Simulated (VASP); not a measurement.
# Sb (I4/mmm) in VASP: notebook

Runs on Sb. Level: r2SCAN. Tasks: single point.

Program: VASP 6.6.1. These are calculated values, not measurements. Logs are shortened: lines on timing, memory, paths and dates and some standing lists are left out, and cuts for length are marked.

### Step 1. The structure

Symmetry: I4/mmm, No. 139, tetragonal system. The conventional cell has a = 3.153 Å, b = 3.153 Å, c = 5.424 Å, α = 90.00°, β = 90.00°, γ = 90.00°. Sb (site symmetry 4/mmm) is surrounded by 12 Sb at 3.15 to 3.51 Å.

This isn't the form of Sb at room conditions, which is rhombohedral.

### Step 2. Single point, r2SCAN

Input file INCAR:

```
SYSTEM = Sb
PREC = Accurate
ENCUT = 500
EDIFF = 1E-4
ISMEAR = 0
SIGMA = 0.1
LREAL = .FALSE.
LASPH = .TRUE.
NELM = 100
ALGO = Normal
ISIF = 2
LWAVE = .FALSE.
LCHARG = .FALSE.
METAGGA = R2SCAN
LMIXTAU = .TRUE.
ADDGRID = .FALSE.
```

Input file KPOINTS:

```
regular mesh
0
G
  15 15 15
  0 0 0
```

Input file POSCAR:

```
Sb
1.0
   -1.5765401831      1.5765401831      2.7119384313
    1.5765401831     -1.5765401831      2.7119384313
    1.5765401831      1.5765401831     -2.7119384313
Sb
1
Direct
    0.0000000000      0.0000000000      0.0000000000
```

Potentials or basis: VASP PAW PBE potentials, release 64 (Sb).

Run with:

```
> cat potpaw_PBE.64/Sb/POTCAR > POTCAR
> mpirun -np 1 vasp_std > vasp.out
```

OUTCAR:

```text
SYSTEM = Sb
   PREC = Accurate
   ENCUT = 500
   EDIFF = 1E-4
   ISMEAR = 0
   LREAL = .FALSE.
   LASPH = .TRUE.
   NELM = 100
   ISIF = 2
   METAGGA = R2SCAN

 Found    288 irreducible k-points:

 Following reciprocal coordinates:
            Coordinates               Weight
  0.000000  0.000000  0.000000      1.000000
  0.066667  0.000000  0.000000      8.000000
  0.133333  0.000000 -0.000000      8.000000
  0.200000  0.000000 -0.000000      8.000000
  0.266667  0.000000 -0.000000      8.000000
  0.333333  0.000000 -0.000000      8.000000
   k-points           NKPTS =    288   k-points in BZ     NKDIM =    288   number of bands    NBANDS=      6
   number of dos      NEDOS =    301   number of ions     NIONS =      1
   total plane-waves  NPLWV =  21952
   dimension x,y,z NGX =    28 NGY =   28 NGZ =   28
   dimension x,y,z NGXF=    56 NGYF=   56 NGZF=   56
   ions per type =               1
   NGX,Y,Z   is equivalent  to a cutoff of  13.26, 13.26, 13.26 a.u.
   NGXF,Y,Z  is equivalent  to a cutoff of  26.52, 26.52, 26.52 a.u.
 SYSTEM =  Sb
   PREC   = accura    normal or accurate (medium, high low for compatibility)
   ISTART =      0    job   : 0-new  1-cont  2-samecut
   ICHARG =      2    charge: 1-file 2-atom 10-const
   ISPIN  =      1    spin polarized calculation?
   LNONCOLLINEAR =      F non collinear calculations
   LSORBIT =      F    spin-orbit coupling
   LASPH  =      T    aspherical Exc in radial PAW
   ENCUT  =  500.0 eV  36.75 Ry    6.06 a.u.   6.40  6.40  6.40*2*pi/ulx,y,z
   NELM   =    100;   NELMIN=  2; NELMDL= -5     # of ELM steps
   EDIFF  = 0.1E-03   stopping-criterion for ELM
   LREAL  =      F    real-space projection
   EDIFFG = 0.1E-02   stopping-criterion for IOM
   NSW    =      0    number of steps for IOM
   IBRION =     -1    ionic relax: 0-MD 1-quasi-New 2-CG
   NFREE  =      0    steps in history (QN), initial steepest desc. (CG)
   ISIF   =      2    stress and relaxation
   ISYM   =      2    0-nonsym 1-usesym 2-fastsym
   POTIM  = 0.5000    time-step for ionic-motion
   TEBEG  =    0.0;   TEEND  =   0.0 temperature during run
   PSTRESS=    0.0 pullay stress
   NELECT =       5.0000    total number of electrons
   NUPDOWN=      -1.0000    fix difference up-down
   EMIN   =  10.00;   EMAX   =-10.00  energy-range for DOS
   EFERMI =   0.00;   METHOD = LEGACY
   ISMEAR =     0;   SIGMA  =   0.10  broadening in eV -4-tet -1-fermi 0-gaus
   EFERMI_NEDOS =   21; number of points for ismear=-14 and -15
   IALGO  =     38    algorithm
   IMIX   =      4    mixing-type and parameters
     AMIX     =   0.40;   BMIX     =  1.00
     AMIX_MAG =   1.60;   BMIX_MAG =  1.00
  volume/ion in A,a.u.               =      26.96       181.95
  Fermi-wavevector in a.u.,A,eV,Ry     =   0.933573  1.764197 11.858269  0.871558
  Thomas-Fermi vector in A             =   2.060288
   LORBIT       =      0    0 simple, 1 ext, 2 COOP (PROOUT), +10 PAW based schemes
   METAGGA = R2SCAN    functional components
   LHFCALC =     F    Hartree Fock is set to
   AEXX    =    0.0000 exact exchange contribution
   IVDW    =     0    specifies the selected vdW correction
   LEPSILON=     F    determine dielectric tensor
   LRPA    =     F    only Hartree local field effects (RPA)
 non-spin polarized calculation
 Gauss-broadening in eV      SIGMA  =   0.10
  energy-cutoff  :      500.00
  volume of cell :       26.96
 maximum number of plane-waves:       704
 NGX is ok and might be reduce to    28
   NGX = 13   NGY = 13   NGZ = 13

 number of electron       5.0000000 magnetization

 Free energy of the ion-electron system (eV)
  ---------------------------------------------------
  ext. energy  EPLUGINS =         0.00000000
  ---------------------------------------------------
  free energy    TOTEN  =       -25.26291016 eV

  energy without entropy =      -25.25954596  energy(sigma->0) =      -25.26122806

 E-fermi :   8.4709     XC(G=0): -10.7886

 val. band max:        8.4686551007   @ k =  -0.4000   0.4667   0.2000
 cond. band min:       8.4981439755   @ k =  -0.2667   0.2667   0.1333
 fundamental gap:      0.0294888749
 Fermi energy:         8.4708526773

 k-point     1 :       0.0000    0.0000    0.0000
  band No.  band energies     occupation
      1      -5.1311      2.00000
      2      13.3347      0.00000
      3      14.2038      0.00000
      4      14.2038      0.00000
      5      18.1739      0.00000
      6      19.6757      0.00000

 k-point     2 :       0.0667    0.0000    0.0000
  band No.  band energies     occupation
      1      -5.0366      2.00000
      2      12.9349      0.00000
      3      13.4999      0.00000
      4      14.1821      0.00000
      5      18.3381      0.00000
      6      18.6623      0.00000

 k-point     3 :       0.1333    0.0000   -0.0000
  band No.  band energies     occupation
      1      -4.7538      2.00000
      2      11.3039      0.00000
      3      12.7276      0.00000
      4      14.1316      0.00000
      5      17.4505      0.00000
      6      18.6084      0.00000

 k-point     4 :       0.2000    0.0000   -0.0000
  band No.  band energies     occupation
      1      -4.2858      2.00000
      2       9.2459      0.00000
      3      12.0368      0.00000
      4      14.0836      0.00000
      5      16.6251      0.00000
      6      18.4873      0.00000

 k-point     5 :       0.2667    0.0000   -0.0000
  band No.  band energies     occupation
      1      -3.6404      2.00000
      2       7.2010      2.00000
      3      11.3959      0.00000
      4      14.0633      0.00000
      5      15.9791      0.00000
      6      18.4488      0.00000

 k-point     6 :       0.3333    0.0000   -0.0000
  band No.  band energies     occupation
      1      -2.8379      2.00000
      2       5.3008      2.00000
      3      10.8704      0.00000
      4      14.0773      0.00000
      5      15.5023      0.00000
      6      18.5452      0.00000

 [... further k-points ...]

------------------------ aborting loop because EDIFF is reached ----------------------------------------

  FORCE on cell =-STRESS in cart. coord.  units (eV):
  Direction    XX          YY          ZZ          XY          YZ          ZX
  --------------------------------------------------------------------------------------
  -------------------------------------------------------------------------------------
  Total        0.0784781      0.0784781      0.3866627      0.0000000      0.0000000      0.0000000
  in kB        4.6634667      4.6634667     22.9769794      0.0000000      0.0000000      0.0000000
  external PRESSURE =      10.7679709 kB  Pullay stress =       0.0000000 kB

 VOLUME and BASIS-vectors are now :
 -----------------------------------------------------------------------------
  energy-cutoff  :      500.00
  volume of cell :       26.96
      direct lattice vectors                 reciprocal lattice vectors
    -1.576540183  1.576540183  2.711938431     0.000000000  0.317150178  0.184369967
     1.576540183 -1.576540183  2.711938431     0.317150178  0.000000000  0.184369967
     1.576540183  1.576540183 -2.711938431     0.317150178  0.317150178  0.000000000

 POSITION                                       TOTAL-FORCE (eV/Angst)
 -----------------------------------------------------------------------------------
      0.00000      0.00000      0.00000         0.000000      0.000000      0.000000
 -----------------------------------------------------------------------------------
    total drift:                                0.000000      0.000000      0.000000

  FREE ENERGIE OF THE ION-ELECTRON SYSTEM (eV)
  ---------------------------------------------------
  free  energy   TOTEN  =       -25.2629101566 eV

  energy  without entropy=      -25.2595459606  energy(sigma->0) =      -25.26122806
```

Wall time 84 s (1 thread of Intel Xeon 6975P-C (Granite Rapids), shared host); peak memory 0.2 GiB.

The run converged, but some of its settings lie outside the range that counts as converged, so its numbers aren't taken as properties of the crystal.

What came out:

| Quantity | Value |
| --- | --- |
| Free energy | -25.2629 eV |
| Pressure | 1.1 GPa |
| Band gap on the k mesh | none (metal or under the smearing width) |

Caveat: the PAW data sets were made with another functional, which shifts forces and pressure a little.

### Step 3. Single point, r2SCAN

INCAR is that of step 2.

KPOINTS is that of step 2.

Input file POSCAR:

```
Sb
1.0
   -1.5638750000      1.6131910000      2.7402030000
    1.6104090000     -1.5604430000      2.7365900000
    1.5281950000      1.5247630000     -2.7095380000
Sb
1
Direct
    0.0004760000      0.0218010000      0.0165680000
```

Potentials or basis: VASP PAW PBE potentials, release 64 (Sb).

Run with:

```
> cat potpaw_PBE.64/Sb/POTCAR > POTCAR
> mpirun -np 1 vasp_std > vasp.out
```

It took 8 min on 1 thread of Intel Xeon 6975P-C (Granite Rapids), shared host; peak memory 0.42 GiB.

The run converged, but some of its settings lie outside the range that counts as converged, so its numbers aren't taken as properties of the crystal.

What came out:

* Free energy: -25.2668 eV
* Pressure: 1.2 GPa
* Band gap on the k mesh: none (metal or under the smearing width)

Caveat: the PAW data sets were made with another functional, which shifts forces and pressure a little.

### Step 4. Single point, r2SCAN

INCAR, as its differences from that of step 3:

```diff
@@ -2,4 +2,4 @@
 PREC = Accurate
-ENCUT = 500
-EDIFF = 1E-4
+ENCUT = 400
+EDIFF = 1E-6
 ISMEAR = 0
```

Input file KPOINTS:

```
regular mesh
0
G
  18 18 18
  0 0 0
```

Input file POSCAR:

```
Sb
1.0
   -1.5765401831      1.5765401831      2.7119384313
    1.5765401831     -1.5765401831      2.7119384313
    1.5765401831      1.5765401831     -2.7119384313
Sb
1
Direct
    0.0000000000      0.0000000000      0.0000000000
```

Run with:

```
> cat potpaw_PBE.64/Sb/POTCAR > POTCAR
> mpirun -np 1 vasp_std > vasp.out
```

Wall time 79 s (1 thread of Intel Xeon 6975P-C (Granite Rapids), shared host); peak memory 0.19 GiB.

These settings aren't checked as converged: the numbers below hold their error.

Results:

* Free energy: -25.2656 eV
* Pressure: 1.3 GPa
* Band gap on the k mesh: none (metal or under the smearing width)

Caveat: the PAW data sets were made with another functional, which shifts forces and pressure a little.

### Step 5. Single point, r2SCAN

INCAR is that of step 4.

KPOINTS is that of step 4.

Input file POSCAR:

```
Sb
1.0
   -1.5638750000      1.6131910000      2.7402030000
    1.6104090000     -1.5604430000      2.7365900000
    1.5281950000      1.5247630000     -2.7095380000
Sb
1
Direct
    0.0004760000      0.0218010000      0.0165680000
```

Run with:

```
> cat potpaw_PBE.64/Sb/POTCAR > POTCAR
> mpirun -np 1 vasp_std > vasp.out
```

It took 6.6 min on 1 thread of Intel Xeon 6975P-C (Granite Rapids), shared host; peak memory 0.46 GiB.

These settings aren't checked as converged: the numbers below hold their error.

What came out:

| Property | Result |
| --- | --- |
| Free energy | -25.2695 eV |
| Pressure | 1.4 GPa |
| Band gap on the k mesh | none (metal or under the smearing width) |

Caveat: the PAW data sets were made with another functional, which shifts forces and pressure a little.

### Step 6. The reference run

An earlier run on the cell as given: functional PBEsol; potentials or basis VASP PAW PBE potentials, release 64 (Sb); cutoff 520 eV; k mesh 12 × 12 × 12; occupations fermi-dirac, width 0.05 eV; no spin polarisation.

* Pressure: -1.3 GPa
* Band gap on the k mesh: none (metal or under the smearing width)
